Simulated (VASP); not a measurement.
The system is C.

```
C
1.0
     2.46729    0.00000    0.00000
    -1.23365    2.13674    0.00000
     0.00000    0.00000    7.80307
C
4
Cartesian
  0.0000 0.0000 1.9508
  0.0000 0.0000 5.8523
  0.0000 1.4245 1.9508
  1.2336 0.7122 5.8523
```

| Quantity | Value |
| --- | --- |
| Program | VASP 6.6.1 |
| Task | relaxation of cell and atoms |
| Functional | r2SCAN |
| Potentials or basis | VASP PAW PBE potentials, release 64 (C) |
| Cutoff | 600 eV |
| k mesh | 12 × 12 × 4 |
| Occupations | gaussian, width 0.03 eV |
| Spin | no spin polarisation |

At the start: pressure -3.4 GPa; volume 10.28 Å³/atom.

Where does the relaxation end?

Over 12 steps the energy falls by 8.5 meV/atom and the volume is 9.02 Å³/atom (-12.3 %); space group P6_3/mmc (No. 194, to 0.05 Å).

The path:
```csv
step,energy change (eV),largest force (eV/Å),pressure (GPa),volume (Å³)
1,0.0000,0.0000,-3.42,41.14
2,0.0203,0.0000,6.93,39.84
3,-0.0052,0.0000,-0.34,40.73
4,-0.0065,0.0000,-0.36,40.58
5,-0.0107,0.0000,-0.41,40.11
6,-0.0187,0.0000,-0.49,39.17
7,-0.0313,0.0000,-0.58,37.28
8,-0.0070,0.0000,0.09,33.51
9,-0.0334,0.0000,-0.57,36.64
10,-0.0339,0.0000,-0.53,36.14
11,0.0088,0.0000,10.91,34.64
12,-0.0340,0.0000,-0.02,36.07
```

Final structure:
```
C
1.0
     2.45669    0.00000    0.00000
    -1.22835    2.12756    0.00000
     0.00000    0.00000    6.90132
C
4
Direct
  0.00000 0.00000 0.25000
  0.00000 0.00000 0.75000
  0.33333 0.66667 0.25000
  0.66667 0.33333 0.75000
```

Caveat: the PAW data sets were made with another functional, which shifts forces and pressure a little.
